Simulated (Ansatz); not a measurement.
The system is HfN.

```
Hf N
1.0
     0.00000    2.25600    2.25600
     2.25600    0.00000    2.25600
     2.25600    2.25600    0.00000
Hf N
1 1
Direct
  0.00000 0.00000 0.00000
  0.50000 0.50000 0.50000
```

Below is the output of Ansatz 0.2.0 for this cell. Logs are shortened: lines on timing, memory, paths and dates and some standing lists are left out, and cuts for length are marked.

```text
Warning: RAYON_NUM_THREADS=2 ignored (pool sized by the plan → 2); use --threads N
Engine: ansatz 0.2.0, x86_64-unknown-linux-gnu
Pseudopotentials: kind: paw
Pseudopotential: Hf, paw, valence charge 26, recommended cutoff 420 eV (normal), Hf.paw.azcp
Pseudopotential: N, paw, valence charge 5, recommended cutoff 420 eV (normal), N.paw.azcp
Functional definition: PBE
  parameter kappa = 0.804
  parameter beta = 0.06672455060314922
  exchange = pbe_x(kappa = kappa, mu = beta*pi^2/3)
  correlation = pbe_c(beta = beta)
Crystal: 2 atoms, lattice volume = 22.964 Å³
Basis set: ecut = 420 eV, 459 PW (Γ), exchange–correlation on 48×48×48 points (8 copies of the dense FFT grid, shifted against one another)
Bands: 20, of which v1, the nominal top of the filled ones, is band 16 counted from 1 (15 counted from 0)
Symmetry: 48 space group operations
Space group: Fm-3m (ITA 225), of the structure as read, at distance tolerance 2.8e-5 Å
k-points: 47 of 1000
Non-local potential: Hf, projectors of the file, l = 0: 3, l = 1: 2, l = 2: 2, l = 3: 3
Non-local potential: N, projectors of the file, l = 0: 2, l = 1: 2, l = 2: 1
PAW form: soft (Blöchl's): semilocal exchange-correlation on the pseudo side does not see the compensation charge
PAW one-centre angular grid: Hf, 590 points (default); XC on 64 Gauss nodes
PAW one-centre angular grid: N, 110 points (default); XC on 64 Gauss nodes
Initial density: superposition of atomic densities (neutral atoms: chi_scale 0, normalization atom), corrected by the library's trained network
Initial wavefunctions: pseudopotential atomic-orbital guess
Functional: x = pbe(κ = 0.804, μ = 0.2195149727645171), c = pbe(β = 0.06672455060314922)
SCF iter   1: F=—  HF=-16108.671872 eV  |F-HF|=—  |Δ(HF+E_count)|=         —  Δρ=4.97e-3  dr2=6.87e-3  ethr=1.77e-3  ⟨swp⟩=5.4  Hψ=3963  notcnv=0
preconditioner: auto → none  [insulator: Δε(μ)=0.057 eV  Ē_g=19.047 eV  σ=0.011 eV  W_gap=0.83  n_scr=14 (ndim 8)  ℏωp=41.7 eV  f_vac=0.000  D(μ)=0.77/eV (n_scr^D=8)  ε∞_Penn≈5.8]
SCF iter   2: F=—  HF=-16108.670099 eV  |F-HF|=—  |Δ(HF+E_count)|=   1.77e-3  Δρ=1.44e-3  dr2=5.27e-4  ethr=2.22e-5  ⟨swp⟩=2.4  Hψ=1666  notcnv=0  defer=21
SCF iter   3: F=—  HF=-16108.669950 eV  |F-HF|=—  |Δ(HF+E_count)|=   1.50e-4  Δρ=3.42e-4  dr2=1.35e-5  ethr=1.70e-6  ⟨swp⟩=2.0  Hψ=1244  notcnv=0  defer=21
SCF iter   4: F=—  HF=-16108.669935 eV  |F-HF|=—  |Δ(HF+E_count)|=   1.46e-5  Δρ=6.50e-5  dr2=7.07e-7  ethr=4.36e-8  ⟨swp⟩=2.1  Hψ=1671  notcnv=0  defer=21
SCF iter   5: F=—  HF=-16108.669935 eV  |F-HF|=—  |Δ(HF+E_count)|=   3.23e-7  Δρ=1.05e-5  dr2=1.01e-8  ethr=2.28e-9  ⟨swp⟩=2.2  Hψ=1673  notcnv=0  defer=21
SCF iter   6: F=-16108.669934 eV  HF=-16108.669934 eV  |F-HF|=7.53e-9  |Δ(HF+E_count)|=   7.63e-8  Δρ=3.75e-6  dr2=1.95e-9  ethr=3.27e-11  ⟨swp⟩=6.3  Hψ=3876  notcnv=0
SCF 1 converged in 6 iterations: F = -16108.669934 eV  dr2 = 1.95e-9
  greatest PAW one-centre occupation: 0.998 electrons in one spin orbital (limit 2), on the Hf atom at site 0 (counted from 0), in its partial waves of l = 0
SCF converged after 6 iterations
Free energy (F): -16108.669934 eV
Harris-Foulkes:  -16108.669934 eV  (|F-HF|=7.53e-9)
Internal energy: -16108.669888 eV  (E = F + TS)
E sigma→0 (E₀):  -16108.669911 eV
Entropy (-TS):   -0.000047 eV (-0.023 meV/atom)
Fermi energy:    24.045113 eV
--- Per-component energies (eV) ---
  E_band       = 185.538043
  E_kinetic    = 557.657065
  E_local      = -4708.216647  (includes V_loc(G=0)·N_el)
  E_nonlocal   = -1198.340893
  E_hartree    = 2237.775843
  E_xc         = -361.949756
  E_vxc        = -345.256879  (∫ρ·V_xc dr)
  E_paw        = -7054.905019  (= ΣΔE_a)
  E_vpaw       = 1404.139723  (= ΣTr[D̂ρ^β])
  E_aug_tail   = 0.000095  (compensation charges beyond the density's cutoff)
  E_ewald      = -5580.690577
  E_smearing   = -0.000047  (= −TS)
  E_closure    = 0.000000  (closes the sum)
  Σ components = -16108.669934   (vs F -16108.669934, Δ=0.00e0)
--- Forces (eV/Å), atoms counted from 1 ---
  atom   1  Hf    -0.00000000     0.00000000     0.00000000
  atom   2  N      0.00000000    -0.00000000     0.00000000
  max |Σ_I F_I| component: 4.86e-30 eV/Å
--- Stress (GPa, compression-positive) ---
        6.591512       0.000000       0.000000
        0.000000       6.591512      -0.000000
       -0.000000      -0.000000       6.591512
  P = ⅓ Tr σ = 6.5915 GPa (65.915 kbar)
--- Band table (eV; the first three rows and the last of 47) ---
  k-point 0: bands = ["-38.7336", "-7.1368", "-7.1368", "-7.1368", "6.4341", "11.3289", "11.3289", "11.3289", "11.3626", "11.4636", "11.4636", "11.4636", "21.0357", "21.0357", "21.0357", "23.6233", "23.6233", "23.6233", "25.7846", "25.9557"]
  k-point 1: bands = ["-38.7277", "-7.2389", "-7.1452", "-7.1452", "6.6584", "11.3314", "11.3373", "11.3373", "11.3677", "11.4565", "11.4565", "11.4639", "20.1050", "20.4744", "20.4744", "23.8662", "23.9552", "23.9552", "26.4850", "26.6990"]
  k-point 2: bands = ["-38.7121", "-7.4962", "-7.1671", "-7.1671", "7.2558", "11.3463", "11.3604", "11.3604", "11.3824", "11.4390", "11.4390", "11.4647", "18.4238", "19.4494", "19.4494", "24.2673", "24.7779", "24.7779", "27.9308", "28.3686"]
  k-point 46: bands = ["-38.6505", "-7.7765", "-7.6245", "-7.4850", "8.0292", "11.3810", "11.3900", "11.3945", "11.4159", "11.4179", "11.4414", "11.4741", "18.0354", "18.4459", "18.6037", "23.9606", "26.3086", "29.4005", "29.5468", "30.3045"]
```

**Question.** What input gives this log?

**Answer.** Single point with PBE, no spin polarisation. The files as run (others can give the same):

input.yaml
```yaml
crystal:
  lattice:
    - [0.0, 2.256, 2.256]
    - [2.256, 0.0, 2.256]
    - [2.256, 2.256, 0.0]
  atoms:
    - { symbol: Hf, position: [0.0, 0.0, 0.0] }
    - { symbol: "N", position: [0.5, 0.5, 0.5] }
hamiltonian:
  xc: pbe
  pseudopotentials: { kind: paw }
kpoints:
  mp_grid: { grid: [10, 10, 10] }
scf:
  occupations: { method: gaussian, width: 0.011 }
output:
  forces: true
  stress: true
  eigenvalues: true
```

Potentials or basis: Ansatz PAW.
The run is started by
```console
$ ansatz run input.yaml --threads 2 --pin off --max-ram 5632MiB --backend cpu --events-out ev --progress --plain --runs-dir out
```

Caveat: the pressure holds a Pulay correction of +0.5 GPa for the finite cutoff.
